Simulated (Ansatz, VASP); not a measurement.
# Ru: VASP beside Ansatz

```
CELL_PARAMETERS angstrom
2.70580 0.00000 0.00000
-1.35290 2.34329 0.00000
0.00000 0.00000 4.28190
ATOMIC_POSITIONS crystal
Ru 0.66667 0.33333 0.75000
Ru 0.33333 0.66667 0.25000
```

Alike in both runs: task single point; functional PBE; k mesh 11 × 11 × 6; occupations gaussian, width 0.015 eV; no spin polarisation.

```csv
,VASP,Ansatz
version,VASP 6.6.1,Ansatz 0.2.0
potentials or method,"VASP PAW PBE potentials, release 64 (Ru_pv), cutoff 520 eV","all-electron LAPW, scalar-relativistic"
```

VASP gave:

| Property | Result |
| --- | --- |
| gap on the k mesh at the Fermi level (eV) | none |
| pressure (GPa) | 4.4 |
| largest component of the traceless stress (GPa) | 0.05 |

Question: Estimate Ansatz's values.

Answer: gap on the k mesh at the Fermi level (eV): none; pressure (GPa): 4.4; largest component of the traceless stress (GPa): 0.03.

A gap of «none» marks a metal or a gap that the smearing closes. Ansatz ran all-electron here, so the differences hold the error of VASP's frozen core and of both bases.
